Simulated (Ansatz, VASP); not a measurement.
## Sr: VASP beside Ansatz

INCAR

```
PREC = Accurate ; ENCUT = 520
EDIFF = 1E-6 ; ISMEAR = -1
SIGMA = 0.05 ; LREAL = F
LASPH = T ; NELM = 100
ALGO = Fast ; ISIF = 2
LWAVE = F ; LCHARG = T
GGA = CA ; LELF = T
LVHAR = T ; NBANDS = 11
```

KPOINTS

```
Automatic mesh
0
Gamma
  8 8 8
```

Contents of POSCAR:

```
Sr
1.0
    0.0000000000      3.1020190703      3.1020190703
    3.1020190703      0.0000000000      3.1020190703
    3.1020190703      3.1020190703      0.0000000000
Sr
1
Direct
    0.0000000000      0.0000000000      0.0000000000
```

input.yaml

```yaml
crystal:
  lattice:
    - [0.0, 3.1020190703, 3.1020190703]
    - [3.1020190703, 0.0, 3.1020190703]
    - [3.1020190703, 3.1020190703, 0.0]
  atoms:
    - { symbol: Sr, position: [0.0, 0.0, 0.0] }
hamiltonian:
  xc: lda
  pseudopotentials: { kind: paw }
kpoints:
  mp_grid: { grid: [8, 8, 8] }
scf:
  occupations: { method: fermi_dirac, width: 0.05 }
output:
  forces: true
  stress: true
  eigenvalues: true
```

Alike in both runs: task single point; functional LDA; k mesh 8 × 8 × 8; occupations fermi-dirac, width 0.05 eV; no spin polarisation.

|  | VASP | Ansatz |
| --- | --- | --- |
| version | VASP 6.6.1 | Ansatz 0.2.0 |
| potentials or method | VASP PAW LDA potentials, release 64 (Sr_sv) | Ansatz PAW |
| plane-wave cutoff (eV) | 520 | 420 |
| valence electrons in the cell | 10 | 10 |

|  | VASP | Ansatz | Ansatz less VASP |
| --- | --- | --- | --- |
| gap on the k mesh at the Fermi level (eV) | none | none | - |
| pressure (GPa) | -2.0 | -2.0 | +0.01 |

A gap of «none» marks a metal or a gap that the smearing closes.

Caveats: the PAW data sets come from PBE, with cores solved anew for the run's functional, which leaves a small shift of forces and pressure (Ansatz).
